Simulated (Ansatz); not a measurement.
## Formation energy and levels of the vacancy V_Mg in MgH2 (Pbcn)

Charge states of V_Mg in MgH2 (Pbcn), set against the band edges. Model: a cell of 72 host atoms with 1 Mg taken out.

Method: place-levels on PBEsol runs: charge-transition levels and formation energies with image-charge correction and potential alignment at the atomic sites, in Ansatz 0.2.0.

**1. The structure**

The cell holds 71 atoms: 23 Mg and 48 H. Its edges and angles: a = 10.451 Å, b = 7.009 Å, c = 9.789 Å, α = 90.0°, β = 90.0°, γ = 98.6°. It derives from MgH2 (space group Pbcn). Nearest the centre at fractional (0.557, 0.613, 0.625): H64 at 1.90 Å, H68 at 1.90 Å, H70 at 1.94 Å, H26 at 1.94 Å, H58 at 1.99 Å, H49 at 1.99 Å, Mg38 at 3.06 Å, Mg2 at 3.06 Å.

Structure file:

```xyz
71
Lattice="8.9521 5.3937 0.0000 -4.4760 5.3937 0.0000 0.0000 0.0000 9.7893" Properties=species:S:1:pos:R:3 pbc="T T T"
Mg   -2.2380    4.4793    3.6710
Mg    2.2380    4.4793    3.6710
Mg    6.7140    4.4793    3.6710
Mg    0.0000    3.6112    1.2237
Mg    4.4760    3.6112    1.2237
Mg    4.4760    9.0049    1.2237
Mg   -2.2380    6.3081    1.2237
Mg    2.2380    6.3081    1.2237
Mg    6.7140    6.3081    1.2237
Mg    0.0000    1.7824    3.6710
Mg    0.0000    7.1761    3.6710
Mg    4.4760    7.1761    3.6710
H    -1.2085    4.8215    2.0611
H     3.2675    4.8215    2.0611
H     7.7435    4.8215    2.0611
H     1.0295    3.2690    2.8335
H     1.0295    8.6626    2.8335
H     5.5055    8.6626    2.8335
H    -1.0295    3.2690    4.5085
H     3.4466    3.2690    4.5085
H     3.4466    8.6626    4.5085
H    -3.2675    4.8215    0.3862
H     1.2085    4.8215    0.3862
H     5.6846    4.8215    0.3862
H    -1.2085    5.9658    4.5085
H     3.2675    5.9658    4.5085
H     7.7435    5.9658    4.5085
H     1.0295    2.1247    0.3862
H     1.0295    7.5184    0.3862
H     5.5055    7.5184    0.3862
H    -1.0295    2.1247    2.0611
H     3.4466    2.1247    2.0611
H     3.4466    7.5184    2.0611
H    -3.2675    5.9658    2.8335
H     1.2085    5.9658    2.8335
H     5.6846    5.9658    2.8335
Mg   -2.2380    4.4793    8.5656
Mg    2.2380    4.4793    8.5656
Mg    6.7140    4.4793    8.5656
Mg    0.0000    3.6112    6.1183
Mg    4.4760    3.6112    6.1183
Mg    4.4760    9.0049    6.1183
Mg   -2.2380    6.3081    6.1183
Mg    6.7140    6.3081    6.1183
Mg    0.0000    1.7824    8.5656
Mg    0.0000    7.1761    8.5656
Mg    4.4760    7.1761    8.5656
H    -1.2085    4.8215    6.9558
H     3.2675    4.8215    6.9558
H     7.7435    4.8215    6.9558
H     1.0295    3.2690    7.7282
H     1.0295    8.6626    7.7282
H     5.5055    8.6626    7.7282
H    -1.0295    3.2690    9.4031
H     3.4466    3.2690    9.4031
H     3.4466    8.6626    9.4031
H    -3.2675    4.8215    5.2808
H     1.2085    4.8215    5.2808
H     5.6846    4.8215    5.2808
H    -1.2085    5.9658    9.4031
H     3.2675    5.9658    9.4031
H     7.7435    5.9658    9.4031
H     1.0295    2.1247    5.2808
H     1.0295    7.5184    5.2808
H     5.5055    7.5184    5.2808
H    -1.0295    2.1247    6.9558
H     3.4466    2.1247    6.9558
H     3.4466    7.5184    6.9558
H    -3.2675    5.9658    7.7282
H     1.2085    5.9658    7.7282
H     5.6846    5.9658    7.7282
```

Screening for the image-charge correction: ε∞ = (4.23, 4.33, 4.34), ε0 = (11.82, 11.40, 11.83), computed on the host (DFPT, PBEsol).

The cell's shortest repeat is 7.0 Å.

**2. What was run first**

A transition level is the Fermi level at which two charge states cost the same, so each charge needs its own total energy, at its own relaxed structure.

Each atom starts 0.05 Å or so off its site in a random direction. Forces are taken at the zone centre alone. The cell holds 2 electrons more than the neutral one, with a uniform background that keeps it neutral on the whole.

One of the inputs; charge, spin and start change from state to state.

Input file qm2.relax/input.yaml:

```yaml
crystal:
  lattice:
    - [8.95206302, 5.39366888, 0.0]
    - [-4.47603151, 5.39366888, 0.0]
    - [0.0, 0.0, 4.89464524]
  atoms:
    - { symbol: Mg, position: [0.11015604, 0.72031208, 0.75] }
    - { symbol: Mg, position: [0.44348938, 0.38697875, 0.75] }
    - { symbol: Mg, position: [0.77682271, 0.05364542, 0.75] }
    - { symbol: Mg, position: [0.22317729, 0.44635458, 0.25] }
    - { symbol: Mg, position: [0.55651062, 0.11302125, 0.25] }
    - { symbol: Mg, position: [0.88984396, 0.77968792, 0.25] }
    - { symbol: Mg, position: [0.22317729, 0.94635458, 0.25] }
    - { symbol: Mg, position: [0.55651062, 0.61302125, 0.25] }
    - { symbol: Mg, position: [0.88984396, 0.27968792, 0.25] }
    - { symbol: Mg, position: [0.11015604, 0.22031208, 0.75] }
    - { symbol: Mg, position: [0.44348938, 0.88697875, 0.75] }
    - { symbol: Mg, position: [0.77682271, 0.55364542, 0.75] }
    - { symbol: H, position: [0.20797435, 0.68595284, 0.42110026] }
    - { symbol: H, position: [0.54130768, 0.35261951, 0.42110026] }
    - { symbol: H, position: [0.87464102, 0.01928618, 0.42110026] }
    - { symbol: H, position: [0.27868955, 0.32738325, 0.57889974] }
    - { symbol: H, position: [0.61202289, 0.99404992, 0.57889974] }
    - { symbol: H, position: [0.94535622, 0.66071658, 0.57889974] }
    - { symbol: H, position: [0.12535898, 0.48071382, 0.92110026] }
    - { symbol: H, position: [0.45869232, 0.14738049, 0.92110026] }
    - { symbol: H, position: [0.79202565, 0.81404716, 0.92110026] }
    - { symbol: H, position: [0.05464378, 0.83928342, 0.07889974] }
    - { symbol: H, position: [0.38797711, 0.50595008, 0.07889974] }
    - { symbol: H, position: [0.72131045, 0.17261675, 0.07889974] }
    - { symbol: H, position: [0.27868955, 0.82738325, 0.92110026] }
    - { symbol: H, position: [0.61202289, 0.49404992, 0.92110026] }
    - { symbol: H, position: [0.94535622, 0.16071658, 0.92110026] }
    - { symbol: H, position: [0.20797435, 0.18595284, 0.07889974] }
    - { symbol: H, position: [0.54130768, 0.85261951, 0.07889974] }
    - { symbol: H, position: [0.87464102, 0.51928618, 0.07889974] }
    - { symbol: H, position: [0.05464378, 0.33928342, 0.42110026] }
    - { symbol: H, position: [0.38797711, 0.00595008, 0.42110026] }
    - { symbol: H, position: [0.72131045, 0.67261675, 0.42110026] }
    - { symbol: H, position: [0.12535898, 0.98071382, 0.57889974] }
    - { symbol: H, position: [0.45869232, 0.64738049, 0.57889974] }
    - { symbol: H, position: [0.79202565, 0.31404716, 0.57889974] }
  supercell: [1, 1, 2]
  defects: [{ vacancy: 43 }]
total_charge: -2
basis:
  ecutwfc: 420
  xc_grid: 2
hamiltonian:
  xc: pbesol
kpoints:
  mp_grid: { grid: [1, 1, 1] }
scf:
  occupations: { method: fixed }
  max_iter: 60
output:
  forces: true
  charged_corrections: { epsilon: [4.23, 4.33, 4.34], static_epsilon: [11.82, 11.4, 11.83] }
relax:
  f_tol: 0.02
  max_steps: 80
  random_displacement: { amplitude: 0.05, seed: 9994 }
checkpoint:
  write: "../qm2.relax.run"
  compress: false
  write_wavefunctions: true
  write_every: 100000
```

Launch:

```console
> ansatz run input.yaml --threads 4 --pin off --max-ram 6594MiB --backend cpu --events-out ev --progress --plain --runs-dir out
```

The relaxed structure is kept and the sampling changed to a 2×2×2 shifted mesh.

The run of this state that the levels use, under PBEsol:

Input file qm2.point/input.yaml:

```yaml
crystal:
  checkpoint: "../qm2.relax.run"
  host: checkpoint
total_charge: -2
basis:
  ecutwfc: 420
  xc_grid: 2
hamiltonian:
  xc: pbesol
kpoints:
  mp_grid: { grid: [2, 2, 2], shift: [0.5, 0.5, 0.5] }
scf:
  occupations: { method: fermi_dirac, width: 0.01 }
  max_iter: 60
output:
  forces: true
  eigenvalues: true
  charged_corrections:
    epsilon: [4.23, 4.33, 4.34]
    static_epsilon: [11.82, 11.4, 11.83]
    defect_position: [0.556157, 0.612315, 0.625]
  eigenstates: { localisation: true }
  populations: true
checkpoint:
  read: "../qm2.relax.run"
  write: "../qm2.point.run"
  compress: false
  write_wavefunctions: false
  write_every: 100000
```

Relaxations under PBEsol at the zone centre alone; times on 4 threads of Arm Neoverse V2, shared host:

```
charge  moment (μB)  occupations    outcome  steps  largest displacement against the far atoms (Å)     time
    −2            0        fixed  converged      5                                            0.24     11 s
    −1            1        fixed  converged      6                                            0.35     30 s
     0            0        fixed  converged     29                                            2.48     57 s
     0            2        fixed  converged     48                                            2.78  3.3 min
    +1            1        fixed  converged     25                                            2.05  2.3 min
    +1            3        fixed  converged     29                                            1.68  1.9 min
```

Single points under PBEsol at a 2×2×2 shifted mesh; times on 4 threads of Arm Neoverse V2, shared host:

```
charge  moment (μB)  occupations    outcome  time
    −2            0  fermi-dirac  converged  31 s
    −1            1  fermi-dirac  converged  77 s
     0            0  fermi-dirac  converged  31 s
     0            2  fermi-dirac  converged  75 s
    +1            1  fermi-dirac  converged  71 s
    +1            3  fermi-dirac  converged  76 s
```

Distances (Å) from the ideal centre to the nearest atoms after relaxation with PBEsol:

```
charge  moment (μB)      1.      2.      3.      4.      5.      6.
    −2            0  H 1.98  H 1.99  H 2.04  H 2.05  H 2.09  H 2.11
    −1            1  H 1.88  H 1.97  H 1.98  H 2.00  H 2.06  H 2.16
     0            0  H 1.48  H 1.50  H 1.78  H 1.97  H 2.01  H 2.05
     0            2  H 1.28  H 1.36  H 1.71  H 1.72  H 1.97  H 2.00
    +1            1  H 1.25  H 1.39  H 1.55  H 1.65  H 1.94  H 1.98
    +1            3  H 1.44  H 1.45  H 1.45  H 1.46  H 1.62  H 1.68
```

**3. Placing the levels, PBEsol**

A charged cell interacts with its images and the background, and its potential has another zero than the host's. place-levels removes the first by a point-charge model, screened by the static dielectric constant since the ions have relaxed around the charge, and the second by comparing potentials at atoms far from the defect.

The host is a run of the defect-free crystal in the same cutoffs, grids and k-points, so that basis and sampling errors cancel in part in the differences. The host is run in a cell of 36 atoms on a matching mesh. Its band edges are searched through the zone by a band path, so the gap is smaller than, or equal to, that on the mesh. Chemical potentials are energies per atom of Mg (hcp), run with the same functional and cutoff.

Input file levels.point.yaml:

```yaml
host:
  run: host.point.run
states: [qm2.point.run, qm1_M1.point.run, q0.point.run, q0_M2.point.run, qp1_M1.point.run, qp1_M3.point.run]
geometry_from:
  qm2.point.run: qm2.relax.run
  qm1_M1.point.run: qm1_M1.relax.run
  q0.point.run: q0.relax.run
  q0_M2.point.run: q0_M2.relax.run
  qp1_M1.point.run: qp1_M1.relax.run
  qp1_M3.point.run: qp1_M3.relax.run
  host.point.run: host.relax.run
chemical_potentials:
  Mg:
    energy: -1912.053531
    dataset: "<sha256 of the dataset>"
```

Launch:

```console
> ansatz place-levels levels.point.yaml -- --threads 4 --pin off --max-ram 6594MiB
```

Numbers of over 12 decimals in the logs are rounded to 6 here.

Log:

```text
[... repeated set-up lines and file paths are left out, and long positions are rounded to six places ...]
(+1/0) 0.975 eV above the valence edge, 2.419 eV under the conduction edge
(0/-1) 3.785 eV above the valence edge, in the conduction band; not on the lower envelope
(-1/-2) 0.737 eV above the valence edge, 2.657 eV under the conduction edge; not on the lower envelope
(0/-2) 2.261 eV above the valence edge, 1.133 eV under the conduction edge: charges between them are lowest nowhere
formation energy of charge +1: +1.879 eV with the Fermi level at the valence edge
formation energy of charge 0: +2.855 eV with the Fermi level at the valence edge
formation energy of charge -1: +6.640 eV with the Fermi level at the valence edge
formation energy of charge -2: +7.377 eV with the Fermi level at the valence edge
  edges by pbesol, gap 3.394 eV; the host is sampled to repeats of 23.36 Å
  the defect's cells are sampled to repeats of 23.36 Å, like sampling
  charge +1: -44741.9810 eV with its correction of -0.096 eV, at epsilon [11.82, 11.4, 11.83], aligned at sites: -0.2831 eV, mean over 55 atomic sites at or beyond 3.50 Å from the host's site at [0.5570, 0.6139, 0.6252] by the defect at [0.5562, 0.6123, [...]
  charge 0: +0.000 eV for its dipole among its images, +0.107 omitted
  charge -1: -44732.5565 eV with its correction of +0.504 eV, at epsilon [11.82, 11.4, 11.83], aligned at sites: -0.3164 eV, mean over 55 atomic sites at or beyond 3.50 Å from the host's site at [0.5570, 0.6139, 0.6252] by the defect at [0.5562, 0.6123, [...]
  charge -2: -44729.4874 eV with its correction of +1.330 eV, at epsilon [11.82, 11.4, 11.83], aligned at sites: -0.2901 eV, mean over 55 atomic sites at or beyond 3.50 Å from the host's site at [0.5570, 0.6139, 0.6252] by the defect at [0.5562, 0.6123, [...]
  charge +1: states[5] (qp1_M3.point.run) stands 2.392 eV higher, with a moment of 3.00 μB against 1.00
  charge 0: states[3] (q0_M2.point.run) stands 1.898 eV higher, with a moment of 2.00 μB against 0.00
  of states[4] (qp1_M1.point.run): how wide its charge is, is not read beside other atoms or cores, and a band state would take no correction. [...]
  of states[2] (q0.point.run): the far atoms show a dipole or second moment of the defect's charge, for which the correction takes or leaves out 0.107 eV: further moments aren't read, and the relaxed atoms' own pattern can pass for one, so compare a larger [...]
  of states[1] (qm1_M1.point.run): how wide its charge is, is not read beside other atoms or cores, and a band state would take no correction. [...]
  of states[0] (qm2.point.run): how wide its charge is, is not read beside other atoms or cores, and a band state would take no correction. [...]
  of states[5] (qp1_M3.point.run): how wide its charge is, is not read beside other atoms or cores, and a band state would take no correction. [...]
  of states[3] (q0_M2.point.run): its alignment with the host at atomic sites is doubtful: a part of the defect, H at [0.7218, 0.1727, 0.5383], stands 3.85 Å off the defect's place or the host's site by it, at or past 2.08 Å (0.6 of the 3.50 Å from which on [...]
```

Elapsed: 0.36 s, on 4 threads of Arm Neoverse V2, shared host.

Under PBEsol the gap is 3.39 eV, (+1/0) 0.98, (0/−1) 3.79 (outside the gap), (−1/−2) 0.74 eV; the steps are inverted, so the lowest state changes at (0/−2) 2.26 eV.

Levels between the charges placed, in eV above the valence top:

```
        gap (eV)  (+1/0)  (0/−1)  (−1/−2)
PBEsol      3.39    0.98    3.79     0.74
```

Corrections by state:

```
charge  moment (μB)  image terms and alignment (eV)  band filling (eV)                                  ε used  over the lowest of its charge, as the program ranks them, band filling apart (eV)
    +1          1.0                          -0.096                  -  principal values (11.40, 11.82, 11.83)                                                                              0.000
     0          0.0                           0.000                  -                                       -                                                                              0.000
    −1          1.0                           0.504                  -  principal values (11.40, 11.82, 11.83)                                                                              0.000
    −2          0.0                           1.330                  -  principal values (11.40, 11.82, 11.83)                                                                              0.000
    +1          3.0                          -0.096                  -  principal values (11.40, 11.82, 11.83)                                                                              2.392
     0          2.0                           0.000                  -                                       -                                                                              1.898
```

From the program's caveats on the states, each cut to its opening words:

- charge +1 (1 μB), −1 (1 μB), −2, +1 (3 μB): how wide its charge is, is not read beside other atoms or cores, and a band state would take no correction
- charge +1 (1 μB): its alignment with the host at atomic sites is doubtful: a part of the defect, H at [0.5400, 0.3531, 0.7111], stands 3.12 Å off another part, at or past 2.99 Å [...]
- charge +1 (1 μB): its sublattices stand up to 0.0617 Å off the host's, which by the two runs' forces adds about -0.01 eV to its energy against the host's, and moves the band [...]
- charge 0: the far atoms show a dipole or second moment of the defect's charge, for which the correction takes or leaves out 0.107 eV: further moments aren't read, and [...]
- charge 0: its displacements don't fall off away from the defect: farther atoms stand 0.07 Å off the host's places
- charge −1 (1 μB): its alignment with the host at atomic sites is doubtful: the mean over the far sites moves by -0.0609 eV from their farther parts to their nearer, more than [...]
- charge −2: its sublattices stand up to 0.0322 Å off the host's, which by the two runs' forces adds about -0.01 eV to its energy against the host's, and moves the band [...]
- charge −2: its displacements don't fall off away from the defect: farther atoms stand 0.042 Å off the host's places
- charge +1 (3 μB): its sublattices stand up to 0.0693 Å off the host's, which by the two runs' forces adds about +0.01 eV to its energy against the host's, and moves the band [...]
- charge +1 (3 μB): its moments are held at its close (magnetization.spin_locking), by a field of 0.106 eV a Bohr magneton, and its energy and levels are of the state that this [...]
- charge 0 (2 μB): its alignment with the host at atomic sites is doubtful: a part of the defect, H at [0.7218, 0.1727, 0.5383], stands 3.85 Å off the defect's place or the [...]
- charge 0 (2 μB): its sublattices stand up to 0.0667 Å off the host's, which by the two runs' forces adds about +0.01 eV to its energy against the host's, and moves the band [...]
- charge 0 (2 μB): its displacements don't fall off away from the defect: farther atoms stand 0.063 Å off the host's places

The host's formation energy from the elements is -0.209 eV per atom; it sets how far the chemical potentials can move.

Limit set by the element alone; other compounds of these elements are not counted. Chemical potentials from the elements' reference states: H 0.00 eV, Mg -0.63 eV. Formation energy by charge state (H-rich; gap 3.39 eV):

```
charge  at valence top (eV)  at conduction bottom (eV)  correction included (eV)
    +1                 1.25                       4.65                     -0.10
     0                 2.23                       2.23                      0.00
    −1                 6.01                       2.62                      0.50
    −2                 6.75                      -0.04                      1.33
```

(Fermi level (eV), lowest formation energy (eV)): (0.00, 1.25), (0.31, 1.56), (0.62, 1.87), (0.92, 2.18), (1.23, 2.23), (1.54, 2.23), (1.85, 2.23), (2.16, 2.23), (2.47, 1.81), (2.78, 1.20), (3.09, 0.58), (3.39, -0.04)

Limit set by the element alone; other compounds of these elements are not counted. Chemical potentials from the elements' reference states: Mg 0.00 eV, H -0.31 eV. Formation energy by charge state (Mg-rich; gap 3.39 eV):

```
charge  at valence top (eV)  at conduction bottom (eV)  correction included (eV)
    +1                 1.88                       5.27                     -0.10
     0                 2.85                       2.85                      0.00
    −1                 6.64                       3.25                      0.50
    −2                 7.38                       0.59                      1.33
```

```csv
Fermi level (eV),lowest formation energy (eV)
0.00,1.88
0.31,2.19
0.62,2.50
0.92,2.80
1.23,2.85
1.54,2.85
1.85,2.85
2.16,2.85
2.47,2.44
2.78,1.82
3.09,1.21
3.39,0.59
```

**4. Effect of the sampling**

The relaxations' own energies give the levels at their sampling, for comparison.

Input file levels.relax_mesh.yaml:

```yaml
host:
  run: host.relax.run
states: [qm2.relax.run, qm1_M1.relax.run, q0.relax.run, q0_M2.relax.run, qp1_M1.relax.run, qp1_M3.relax.run]
chemical_potentials:
  Mg:
    energy: -1912.053531
    dataset: "<sha256 of the dataset>"
```

Launch:

```console
> ansatz place-levels levels.relax_mesh.yaml -- --threads 4 --pin off --max-ram 6594MiB
```

Log:

```text
(+1/0) 1.057 eV above the valence edge, 2.355 eV under the conduction edge
(0/-1) 3.670 eV above the valence edge, in the conduction band; not on the lower envelope
[...]
formation energy of charge +1: +1.921 eV with the Fermi level at the valence edge
formation energy of charge 0: +2.978 eV with the Fermi level at the valence edge
formation energy of charge -1: +6.648 eV with the Fermi level at the valence edge
formation energy of charge -2: +7.470 eV with the Fermi level at the valence edge
  edges by pbesol, gap 3.412 eV; the host is sampled to repeats of 7.01 Å
[... the lines on each state left out ...]
```

Wall time 0.18 s (4 threads).

Levels between neighbouring charges, in eV above the valence top:

```
                       gap (eV)  (+1/0)  (0/−1)  (−1/−2)
the zone centre alone      3.41    1.06    3.67     0.82
 a 2×2×2 shifted mesh      3.39    0.98    3.79     0.74
```

Going from the zone centre alone to a 2×2×2 shifted mesh moves the levels that carry no band-filling term by up to 0.12 eV and formation energies against the elements by up to 0.12 eV.

(Continued in part 2 of 2.)

[Logs are printed without paths, hosts, clocks, repeated set-up lines and the standing remarks that a program may print on its own settings, such as how far it seeks lower states.]

[Hosts, paths, dates, database ids (printed as entryN), source tags and the programs' standing remarks are cut or masked in the printed files.]

[Where a table of states has a column of steps, it counts the stored structures, which are thinned; the runs took as many ionic steps or more.]

[A defect's name tells the site on which it was built; relaxed atoms can leave that site.]

[For some hosts the program warned that the k-mesh of the response run may be too coarse for force constants and the static dielectric constant; such warnings are not shown here.]
